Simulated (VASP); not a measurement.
## PbSe (Clausthalite): relaxation of cell and atoms with PBE

Crystal: PbSe (Clausthalite).

```
Pb Se
1.0
     0.00000    3.06065    3.06065
     3.06065    0.00000    3.06065
     3.06065    3.06065    0.00000
Pb Se
1 1
Direct
  0.00000 0.00000 0.00000
  0.50000 0.50000 0.50000
```

```json
{
  "Program": "VASP 6.6.1",
  "Task": "relaxation of cell and atoms",
  "Functional": "PBE",
  "Potentials or basis": "VASP PAW PBE potentials, release 64 (Pb_d_GW, Se_GW)",
  "Cutoff": "630 eV",
  "k mesh": "8 × 8 × 8",
  "Occupations": "fermi-dirac, width 0.05 eV",
  "Spin": "no spin polarisation",
  "Further INCAR settings": "ALGO = Normal; EDIFF = 1e-06; IBRION = 2; EDIFFG = -0.01; NSW = 60; ISIF = 3"
}
```

The relaxed volume is 30.04 Å³/atom. The relaxed cell is a = 4.396 Å, b = 4.396 Å, c = 4.396 Å, α = 60.00°, β = 60.00°, γ = 60.00°. The space group after relaxing (to 0.05 Å) is Fm-3m (No. 225). The energy gained by relaxing is 10.0 meV/atom, the ionic steps are 3 and the pressure after relaxing is 0.0 GPa. The band gap on the k mesh is 0.43 eV, direct.

Step by step:
```csv
step,energy change (eV),largest force (eV/Å),pressure (GPa),volume (Å³)
1,0.0000,0.0000,2.41,57.34
2,-0.0179,0.0000,-0.69,61.00
3,-0.0199,0.0000,0.02,60.09
```

Final structure:
```
Pb Se
1.0
     0.00000    3.10871    3.10871
     3.10871    0.00000    3.10871
     3.10871    3.10871    0.00000
Pb Se
1 1
Cartesian
  0.0000 0.0000 0.0000
  3.1087 3.1087 3.1087
```

Levels at points of the mesh, in eV from the valence-band top:
```tsv
k point	band 7	band 8	band 9	band 10	band 11	band 12	band 13	band 14	band 15
(0.00, 0.00, 0.00)	-13.18	-6.35	-1.64	-1.64	-1.64	4.64	4.64	4.64	6.65
(0.50, 0.00, 0.00)	-12.22	-8.52	-1.26	-1.26	0.00	0.43	1.83	1.83	8.53
(0.50, 0.50, 0.00)	-11.91	-7.28	-4.57	-2.91	-2.91	3.93	5.46	5.46	5.88
```

Wall time 68 s on 1 thread of Intel(R) Xeon(R) Platinum 8488C (Sapphire Rapids) (shared host), peak memory 0.23 GiB.

The cell as given is a measured one (28.67 Å³/atom); PBE puts the equilibrium volume +4.8 % from it, thermal expansion not counted.

Caveat: spin-orbit coupling is left out, which as a rule narrows the gap of such compounds by several tenths of an eV.
